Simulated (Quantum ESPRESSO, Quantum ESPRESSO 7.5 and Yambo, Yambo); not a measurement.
## CdS (Hawleyite): G0W0 with Yambo, start to end

Wanted: ground state, empty states, screening and self-energy for CdS (Hawleyite).

Program: Quantum ESPRESSO 7.5 and Yambo 5.3.0. Level of theory: PBE and many-body steps on it, plane waves. Results are calculated unless marked as measured.

**Experimental background.**

- Gap 2.42 eV: optical gap from inflexion point of photoacoustic spectrum, as-grown film; photoacoustic spectroscopy; film (as-grown chemical bath deposited film, about 0.25 um thick, deposited at 80 C) (“Study of the band--gap shift in CdS films: Influence of thermal annealing in different atmospheres”, 1995, arxiv:cond-mat/9501125).

## (1) Set-up

It takes space group F-43m (No. 216, cubic). Conventional cell: a = 5.833 Å, b = 5.833 Å, c = 5.833 Å, α = 90.00°, β = 90.00°, γ = 90.00°. Nearest to Cd lie 4 S at 2.53 Å. S has 4 Cd at 2.53 Å nearest. Farther neighbours and most contacts between anions are not listed.

The cell and positions come from the Crystallography Open Database and are kept as given unless a step says otherwise.

## (2) Ground state

This step: Quantum ESPRESSO 7.5; DFT, PBE with spin-orbit coupling, plane waves, norm-conserving pseudopotentials.

The ground-state density comes first.

pw.in reads:

```
&control
  calculation = 'scf'
  prefix = 'x'
  outdir = 'o'
  pseudo_dir = 'pseudo'
/
&system
  ibrav = 0
  nat = 2
  ntyp = 2
  ecutwfc = 94.0
  nbnd = 36
  force_symmorphic = .true.
  noncolin = .true.
  lspinorb = .true.
/
&electrons
  conv_thr = 1e-10
  electron_maxstep = 80
  mixing_beta = 0.5
/
ATOMIC_SPECIES
  Cd 112.41 Cd.upf
  S 32.06 S.upf
CELL_PARAMETERS angstrom
  -0.0000000000 2.9165000000 2.9165000000
  2.9165000000 -0.0000000000 2.9165000000
  2.9165000000 2.9165000000 -0.0000000000
ATOMIC_POSITIONS crystal
  Cd 0.0000000000 0.0000000000 0.0000000000
  S 0.2500000000 0.2500000000 0.2500000000
K_POINTS automatic
  6 6 6 0 0 0
```

Run with:

```console
> OMP_NUM_THREADS=1 mpirun -n 4 pw.x -nk 4 -in pw.in > pw.out
```

Log:

```text
Program PWSCF v.7.5 starts

     This program is part of the open-source Quantum ESPRESSO suite
     for quantum simulation of materials; please cite
         "P. Giannozzi et al., J. Phys.:Condens. Matter 21 395502 (2009);
         "P. Giannozzi et al., J. Phys.:Condens. Matter 29 465901 (2017);
         "P. Giannozzi et al., J. Chem. Phys. 152 154105 (2020);
     in publications or presentations arising from this work. More details at
     Message from routine setup:
     using ibrav=0 with symmetry is DISCOURAGED, use correct ibrav instead

     G-vector sticks info

     bravais-lattice index     =            0
     lattice parameter (alat)  =       7.7943  a.u.
     unit-cell volume          =     334.8209 (a.u.)^3
     number of atoms/cell      =            2
     number of atomic types    =            2
     number of electrons       =        26.00
     number of Kohn-Sham states=           36
     kinetic-energy cutoff     =      94.0000  Ry
     charge density cutoff     =     376.0000  Ry
     scf convergence threshold =      1.0E-10
     mixing beta               =       0.5000
     number of iterations used =            8  plain     mixing
     Exchange-correlation= PBE
                           (   1   4   3   4   0   0   0)
     Non magnetic calculation with spin-orbit

     celldm(1)=   7.794277  celldm(2)=   0.000000  celldm(3)=   0.000000
     celldm(4)=   0.000000  celldm(5)=   0.000000  celldm(6)=   0.000000

     crystal axes: (cart. coord. in units of alat)
               a(1) = (  -0.000000   0.707107   0.707107 )
               a(2) = (   0.707107  -0.000000   0.707107 )
               a(3) = (   0.707107   0.707107  -0.000000 )

     reciprocal axes: (cart. coord. in units 2 pi/alat)
               b(1) = ( -0.707107  0.707107  0.707107 )
               b(2) = (  0.707107 -0.707107  0.707107 )
               b(3) = (  0.707107  0.707107 -0.707107 )
     Pseudo is Norm-conserving + core correction, Zval = 20.0
     Generated using ONCVPSP code by D. R. Hamann
     Using radial grid of 1368 points, 10 beta functions with:
     Pseudo is Norm-conserving + core correction, Zval =  6.0
     Generated using ONCVPSP code by D. R. Hamann
     Using radial grid of 1146 points, 10 beta functions with:
     Cd               20.00   112.41000     Cd( 1.00)
     S                 6.00    32.06000     S ( 1.00)

     24 Sym. Ops. (no inversion) found

   Cartesian axes

     site n.     atom                  positions (alat units)
         1        Cd     tau(   1) = (   0.0000000   0.0000000   0.0000000  )
         2        S      tau(   2) = (   0.3535534   0.3535534   0.3535534  )

     number of k points=    16
                       cart. coord. in units 2pi/alat
        k(    1) = (   0.0000000   0.0000000   0.0000000), wk =   0.0046296
        k(    2) = (   0.1178511   0.1178511  -0.1178511), wk =   0.0370370
        k(    3) = (   0.2357023   0.2357023  -0.2357023), wk =   0.0370370
        k(    4) = (  -0.3535534  -0.3535534   0.3535534), wk =   0.0185185
        k(    5) = (   0.2357023   0.0000000  -0.0000000), wk =   0.0277778
        k(    6) = (   0.3535534   0.1178511  -0.1178511), wk =   0.1111111
        k(    7) = (  -0.2357023  -0.4714045   0.4714045), wk =   0.1111111
        k(    8) = (  -0.1178511  -0.3535534   0.3535534), wk =   0.1111111
        k(    9) = (   0.0000000  -0.2357023   0.2357023), wk =   0.0555556
        k(   10) = (   0.4714045   0.0000000  -0.0000000), wk =   0.0277778
     [... 4 further rows ...]
        k(   15) = (  -0.1178511  -0.3535534   0.5892557), wk =   0.1111111
        k(   16) = (  -0.7071068   0.2357023   0.0000000), wk =   0.0555556

     Dense  grid:    41151 G-vectors     FFT dimensions: (  50,  50,  50)

     Initial potential from superposition of free atoms

     starting charge      25.9997, renormalised to      26.0000
     Starting wfcs are   28 randomized atomic wfcs +    8 random wfcs

     per-process dynamical memory:    79.8 Mb

     Self-consistent Calculation

     iteration #  1     ecut=    94.00 Ry     beta= 0.50

     Threshold (ethr) on eigenvalues was too large:
     Diagonalizing with lowered threshold

     total energy              =    -372.74520731 Ry
     estimated scf accuracy    <       0.12452331 Ry

     iteration #  2     ecut=    94.00 Ry     beta= 0.50

     total energy              =    -372.77717834 Ry
     estimated scf accuracy    <       0.01169856 Ry

     iteration #  3     ecut=    94.00 Ry     beta= 0.50

     total energy              =    -372.77898459 Ry
     estimated scf accuracy    <       0.00115128 Ry

     iteration #  4     ecut=    94.00 Ry     beta= 0.50

     total energy              =    -372.77906413 Ry
     estimated scf accuracy    <       0.00004811 Ry

     iteration #  5     ecut=    94.00 Ry     beta= 0.50

     total energy              =    -372.77907214 Ry
     estimated scf accuracy    <       0.00000202 Ry

     iteration #  6     ecut=    94.00 Ry     beta= 0.50

     total energy              =    -372.77907275 Ry
     estimated scf accuracy    <       0.00000017 Ry

     iteration #  7     ecut=    94.00 Ry     beta= 0.50

     total energy              =    -372.77907280 Ry
     estimated scf accuracy    <       0.00000007 Ry

     iteration #  8     ecut=    94.00 Ry     beta= 0.50

     total energy              =    -372.77907282 Ry
     estimated scf accuracy    <          4.1E-09 Ry

     iteration #  9     ecut=    94.00 Ry     beta= 0.50

     total energy              =    -372.77907282 Ry
     estimated scf accuracy    <          2.3E-09 Ry

     iteration # 10     ecut=    94.00 Ry     beta= 0.50

     End of self-consistent calculation

          k = 0.0000 0.0000 0.0000 (  5065 PWs)   bands (ev):

   -94.2992 -94.2992 -59.4111 -59.4111 -53.5943 -53.5943 -53.5943 -53.5943
    -5.3784  -5.3784  -0.9847  -0.9847  -0.9847  -0.9847  -0.4964  -0.4964
    -0.1186  -0.1186  -0.1186  -0.1186   6.9599   6.9599   7.0040   7.0040
     7.0040   7.0040   8.1332   8.1332  13.2315  13.2315  13.6492  13.6492
    13.6492  13.6492  18.3687  18.3687

          k = 0.1179 0.1179-0.1179 (  5101 PWs)   bands (ev):

   -94.2992 -94.2992 -59.4111 -59.4111 -53.5944 -53.5944 -53.5943 -53.5943
    -5.2721  -5.2721  -0.9867  -0.9472  -0.9048  -0.9048  -0.4392  -0.4392
    -0.1237  -0.1213  -0.1213  -0.0709   5.4834   5.4834   6.7671   6.7671
     6.7870   6.8154   9.2944   9.2944  13.1359  13.1359  13.7283  13.7283
    13.9593  13.9618  17.5969  17.6131

          k = 0.2357 0.2357-0.2357 (  5135 PWs)   bands (ev):

   -94.2992 -94.2992 -59.4112 -59.4112 -53.5948 -53.5948 -53.5944 -53.5944
    -5.0586  -5.0586  -0.9600  -0.9206  -0.6834  -0.6834  -0.3374  -0.3374
    -0.0674  -0.0137   0.0021   0.0021   3.5904   3.5904   6.3905   6.3905
     6.4172   6.4449   9.9637   9.9637  13.6788  13.6788  13.9741  13.9741
    14.1551  14.1569  17.9809  17.9849

          k =-0.3536-0.3536 0.3536 (  5168 PWs)   bands (ev):

     [... further k-points ...]

     highest occupied, lowest unoccupied level (ev):     7.0040    8.1332

!    total energy              =    -372.77907282 Ry
     estimated scf accuracy    <          3.6E-11 Ry

     The total energy is the sum of the following terms:
     one-electron contribution =    -249.37474223 Ry
     hartree contribution      =     130.25827995 Ry
     xc contribution           =     -54.85015204 Ry
     ewald contribution        =    -198.81245849 Ry

     convergence has been achieved in  10 iterations

     XML data file, charge density, pseudopotentials, collected wavefunctions

=------------------------------------------------------------------------------=
   JOB DONE.
=------------------------------------------------------------------------------=
```

The job ended after 35 s (4 MPI ranks of Arm Neoverse V1, shared host; peak memory 0.6 GiB; 2.3 min of CPU time).

Numbers from this step:

```yaml
total_energy: -5071.9177 eV
gap: 1.129 eV
k_of_the_valence_top: 0, 0, 0
k_of_the_conduction_bottom: 0, 0, 0
least_direct_gap: 1.129 eV
```

The gap is direct, at Γ.

## (3) Bands along the symmetry lines

Levels along a band path, at the cheap level, show where the edges lie and whether the meshes to come will hold them.

pw.in reads:

```
&control
  calculation = 'bands'
  prefix = 'x'
  outdir = 'o'
  pseudo_dir = 'pseudo'
/
&system
  ibrav = 0
  nat = 2
  ntyp = 2
  ecutwfc = 94.0
  nbnd = 38
  force_symmorphic = .true.
  noncolin = .true.
  lspinorb = .true.
/
&electrons
  conv_thr = 1e-9
  electron_maxstep = 80
  diago_full_acc = .true.
  diago_thr_init = 5e-6
/
ATOMIC_SPECIES
  Cd 112.41 Cd.upf
  S 32.06 S.upf
CELL_PARAMETERS angstrom
  -0.0000000000 2.9165000000 2.9165000000
  2.9165000000 -0.0000000000 2.9165000000
  2.9165000000 2.9165000000 -0.0000000000
ATOMIC_POSITIONS crystal
  Cd 0.0000000000 0.0000000000 0.0000000000
  S 0.2500000000 0.2500000000 0.2500000000
K_POINTS crystal
  50
  0.00000000 0.00000000 0.00000000 1
  -0.06250000 -0.06250000 0.00000000 1
  -0.12500000 -0.12500000 0.00000000 1
  -0.18750000 -0.18750000 0.00000000 1
  -0.25000000 -0.25000000 0.00000000 1
  -0.31250000 -0.31250000 0.00000000 1
  -0.37500000 -0.37500000 0.00000000 1
  -0.43750000 -0.43750000 0.00000000 1
  -0.50000000 -0.50000000 0.00000000 1
  -0.48437500 -0.48437500 0.03125000 1
  -0.46875000 -0.46875000 0.06250000 1
  -0.45312500 -0.45312500 0.09375000 1
  -0.43750000 -0.43750000 0.12500000 1
  -0.42187500 -0.42187500 0.15625000 1
  -0.40625000 -0.40625000 0.18750000 1
  -0.39062500 -0.39062500 0.21875000 1
  -0.37500000 -0.37500000 0.25000000 1
  -0.37500000 0.00000000 0.37500000 1
  -0.32812500 0.00000000 0.32812500 1
  -0.28125000 0.00000000 0.28125000 1
  -0.23437500 0.00000000 0.23437500 1
  -0.18750000 0.00000000 0.18750000 1
  -0.14062500 0.00000000 0.14062500 1
  -0.09375000 0.00000000 0.09375000 1
  -0.04687500 0.00000000 0.04687500 1
  0.00000000 0.00000000 0.00000000 1
  0.00000000 0.00000000 0.06250000 1
  0.00000000 0.00000000 0.12500000 1
  0.00000000 0.00000000 0.18750000 1
  0.00000000 0.00000000 0.25000000 1
  0.00000000 0.00000000 0.31250000 1
  0.00000000 0.00000000 0.37500000 1
  0.00000000 0.00000000 0.43750000 1
  0.00000000 0.00000000 0.50000000 1
  -0.06250000 -0.03125000 0.46875000 1
  -0.12500000 -0.06250000 0.43750000 1
  -0.18750000 -0.09375000 0.40625000 1
  -0.25000000 -0.12500000 0.37500000 1
  -0.31250000 -0.15625000 0.34375000 1
  -0.37500000 -0.18750000 0.31250000 1
  -0.43750000 -0.21875000 0.28125000 1
  -0.50000000 -0.25000000 0.25000000 1
  -0.50000000 -0.28125000 0.21875000 1
  -0.50000000 -0.31250000 0.18750000 1
  -0.50000000 -0.34375000 0.15625000 1
  -0.50000000 -0.37500000 0.12500000 1
  -0.50000000 -0.40625000 0.09375000 1
  -0.50000000 -0.43750000 0.06250000 1
  -0.50000000 -0.46875000 0.03125000 1
  -0.50000000 -0.50000000 0.00000000 1
```

Log:

```text
[banner, memory and clock lines left out]
Program PWSCF v.7.5 starts

     Atomic positions and unit cell read from directory:
     o/x.save/

     Message from routine setup:
     using ibrav=0 with symmetry is DISCOURAGED, use correct ibrav instead

     G-vector sticks info

     bravais-lattice index     =            0
     lattice parameter (alat)  =       7.7943  a.u.
     unit-cell volume          =     334.8209 (a.u.)^3
     number of atoms/cell      =            2
     number of atomic types    =            2
     number of electrons       =        26.00
     number of Kohn-Sham states=           38
     kinetic-energy cutoff     =      94.0000  Ry
     charge density cutoff     =     376.0000  Ry
     Exchange-correlation= PBE
                           (   1   4   3   4   0   0   0)
     Non magnetic calculation with spin-orbit

     celldm(1)=   7.794277  celldm(2)=   0.000000  celldm(3)=   0.000000
     celldm(4)=   0.000000  celldm(5)=   0.000000  celldm(6)=   0.000000

     crystal axes: (cart. coord. in units of alat)
               a(1) = (  -0.000000   0.707107   0.707107 )
               a(2) = (   0.707107  -0.000000   0.707107 )
               a(3) = (   0.707107   0.707107  -0.000000 )

     reciprocal axes: (cart. coord. in units 2 pi/alat)
               b(1) = ( -0.707107  0.707107  0.707107 )
               b(2) = (  0.707107 -0.707107  0.707107 )
               b(3) = (  0.707107  0.707107 -0.707107 )
     Pseudo is Norm-conserving + core correction, Zval = 20.0
     Generated using ONCVPSP code by D. R. Hamann
     Using radial grid of 1368 points, 10 beta functions with:
     Pseudo is Norm-conserving + core correction, Zval =  6.0
     Generated using ONCVPSP code by D. R. Hamann
     Using radial grid of 1146 points, 10 beta functions with:
     Cd               20.00   112.41000     Cd( 1.00)
     S                 6.00    32.06000     S ( 1.00)

     24 Sym. Ops. (no inversion) found

   Cartesian axes

     site n.     atom                  positions (alat units)
         1        Cd     tau(   1) = (   0.0000000   0.0000000   0.0000000  )
         2        S      tau(   2) = (   0.3535534   0.3535534   0.3535534  )

     number of k points=    50
                       cart. coord. in units 2pi/alat
        k(    1) = (   0.0000000   0.0000000   0.0000000), wk =   0.0200000
        k(    2) = (   0.0000000   0.0000000  -0.0883883), wk =   0.0200000
        k(    3) = (   0.0000000   0.0000000  -0.1767767), wk =   0.0200000
[...]
[... 38 further rows ...]
        k(   49) = (   0.0441942  -0.0000000  -0.7071068), wk =   0.0200000
        k(   50) = (   0.0000000   0.0000000  -0.7071068), wk =   0.0200000

     Dense  grid:    41151 G-vectors     FFT dimensions: (  50,  50,  50)

     The potential is recalculated from file :
     o/x.save/charge-density

     Starting wfcs are   28 randomized atomic wfcs +   10 random wfcs

     Band Structure Calculation

     End of band structure calculation

          k = 0.0000 0.0000 0.0000 (  5065 PWs)   bands (ev):

   -94.2993 -94.2993 -59.4112 -59.4112 -53.5944 -53.5944 -53.5944 -53.5944
    -5.3784  -5.3784  -0.9848  -0.9848  -0.9848  -0.9848  -0.4965  -0.4965
    -0.1187  -0.1187  -0.1187  -0.1187   6.9599   6.9599   7.0040   7.0040
[...]
13.6492  13.6492  18.3687  18.3687  18.3687  18.3690

          k = 0.0000 0.0000-0.0884 (  5101 PWs)   bands (ev):

[...]
13.7628  13.7628  17.8004  17.8004  18.3903  18.3904

          k = 0.0000 0.0000-0.1768 (  5109 PWs)   bands (ev):

[...]
14.0864  14.0864  16.8071  16.8072  18.4523  18.4524

          k =-0.0000 0.0000-0.2652 (  5117 PWs)   bands (ev):

[...]
k = 0.0000 0.0000-0.3536 (  5105 PWs)   bands (ev):

[...]
k = 0.0000-0.0000-0.4419 (  5149 PWs)   bands (ev):

[...]
k =-0.0000 0.0000-0.5303 (  5157 PWs)   bands (ev):

[...]
k = 0.0000-0.0000-0.6187 (  5161 PWs)   bands (ev):

[...]
k = 0.5303-0.0000-0.5303 (  5174 PWs)   bands (ev):

[...]
k = 0.0000 0.0000 0.0000 (  5065 PWs)   bands (ev):

[...]
k = 0.1326 0.0000-0.7071 (  5162 PWs)   bands (ev):

[...]
k = 0.0884-0.0000-0.7071 (  5158 PWs)   bands (ev):

[...]
k = 0.0442-0.0000-0.7071 (  5146 PWs)   bands (ev):

[...]
17.4680  17.5311  17.7957  17.8159  19.1993  19.2041

          k = 0.0000 0.0000-0.7071 (  5138 PWs)   bands (ev):

[...]
-0.0301  -0.0301   0.3438   0.3438   3.0447   3.0447   5.1001   5.1001
     5.1192   5.1192  10.5432  10.5432  11.3446  11.3446  16.1851  16.1851
    17.6340  17.6340  17.8652  17.8653  19.0805  19.0805

     XML data file, pseudopotentials, collected wavefunctions
```

Wall time 37 s (4 MPI ranks); peak memory 0.41 GiB; 2.5 min of CPU time.

This step gave:

| Quantity | Value |
| --- | --- |
| gap | 1.129 eV |
| k of the valence top | 0, 0, 0 |
| k of the conduction bottom | 0, 0, 0 |
| least direct gap | 1.129 eV |

The gap is 1.129 eV, as in the run before at this level.

Electronic bands along the path, in eV, zero at the top of the highest filled band:

```csv
point,band 23,band 24,band 25,band 26,band 27,band 28,band 29,band 30
Γ,0.00,0.00,0.00,0.00,1.13,1.13,6.23,6.23
halfway,-1.05,-1.05,-1.03,-1.03,3.58,3.58,4.80,4.80
X,-1.90,-1.90,-1.88,-1.88,3.54,3.54,4.34,4.34
halfway,-2.19,-2.14,-1.81,-1.80,3.82,3.84,4.64,4.64
U,-2.57,-2.52,-1.55,-1.53,4.22,4.23,5.42,5.44
jump to K,-2.57,-2.52,-1.55,-1.53,4.22,4.23,5.42,5.44
halfway,-1.39,-1.36,-0.45,-0.43,3.58,3.59,6.04,6.10
Γ,0.00,0.00,0.00,0.00,1.13,1.13,6.23,6.23
halfway,-0.43,-0.43,-0.41,-0.38,2.76,2.76,6.24,6.24
L,-0.79,-0.79,-0.75,-0.75,3.00,3.00,6.89,6.89
halfway,-1.97,-1.92,-1.26,-1.21,4.35,4.37,5.77,5.82
W,-2.33,-2.24,-2.21,-2.18,5.39,5.40,5.43,5.43
halfway,-2.13,-2.07,-2.06,-2.03,4.23,4.26,4.81,4.82
X,-1.90,-1.90,-1.88,-1.88,3.54,3.54,4.34,4.34
```

[end of part 1 of 3]

[Paths, hosts, dates, memory and timing lines, banners, echoed tables and standing remarks are left out of the program output.]

[Logs are printed without paths, hosts, clocks, repeated set-up lines and the standing remarks that a program may print on its own settings, such as how far it seeks lower states.]

[Runs of the session that timed out or met a known fault of the program may be left out.]

[Hosts, paths, dates, database ids (printed as entryN), source tags and the programs' standing remarks are cut or masked in the printed files.]
